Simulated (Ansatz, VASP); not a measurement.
## P: VASP beside Ansatz

```xyz
1
Lattice="2.4448 0.0000 0.0000 0.0000 2.4448 0.0000 0.0000 0.0000 2.4448" Properties=species:S:1:pos:R:3 pbc="T T T"
P     0.0000    0.0000    0.0000
```

Alike in both runs: functional PBE; k mesh 22 × 22 × 22; occupations gaussian, width 0.1 eV; no spin polarisation.

Ansatz relaxed the structure, and its values are those at the end. VASP's run is a single point on that final structure, the one shown.

|  | VASP | Ansatz |
| --- | --- | --- |
| version | VASP 6.6.1 | Ansatz 0.2.0 |
| potentials or method | VASP PAW PBE potentials, release 64 (P) | scalar-relativistic, plane waves, PAW |
| plane-wave cutoff (eV) | 520 | 420 |
| valence electrons in the cell | 5 | 5 |

```tsv
	VASP	Ansatz	Ansatz less VASP
gap on the k mesh at the Fermi level (eV)	none	none	-
pressure (GPa)	-0.3	0.0	+0.28
```

A gap of «none» marks a metal or a gap that the smearing closes. With one functional, cell and mesh, what is left measures potentials, basis and numerics.
